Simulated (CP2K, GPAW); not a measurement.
# SnO: 3 runs at one level of theory

```
CELL_PARAMETERS angstrom
3.13193 0.00000 0.00000
0.00000 3.13193 0.00000
0.00000 0.00000 3.13193
ATOMIC_POSITIONS crystal
Sn 0.00000 0.00000 0.00000
O 0.50000 0.50000 0.50000
```

The cell comes from a database or a generator and needn't be the stable form of this composition.

Alike in all runs: task single point; functional PBE; k mesh 9 × 9 × 9; occupations fermi-dirac, width 0.05 eV; no spin polarisation; no spin-orbit coupling. Pressure is positive in compression and, in plane waves, holds the error of the finite cutoff.

```csv
program and potentials,plane-wave cutoff (eV),notes,pressure (GPa)
"GPAW, GPAW PAW data sets (gpaw-data 1.2.1)",800,10 valence electrons an atom on average,-0.44
"CP2K, POTENTIAL_UZH Sn GTH-PBE-q14, O GTH-PBE-q6; TZVP-MOLOPT-PBE-GTH basis",-,atomic basis; 10 valence electrons an atom on average,0.54
"CP2K, POTENTIAL_UZH Sn GTH-PBE-q4, O GTH-PBE-q6; TZVP-MOLOPT-PBE-GTH basis",-,atomic basis; 5 valence electrons an atom on average,2.20
```

The pressure spans -0.44 (GPAW, GPAW PAW data sets (gpaw-data 1.2.1)) to 2.20 GPa (CP2K, POTENTIAL_UZH Sn GTH-PBE-q4, O GTH-PBE-q6; TZVP-MOLOPT-PBE-GTH basis). Rows in atomic bases carry the error of their basis and grid, which can be large.

Differences between rows come from potentials, basis sets and numerical settings, since the functional is the same but for its coding. Runs on potential files found faulty are left out.
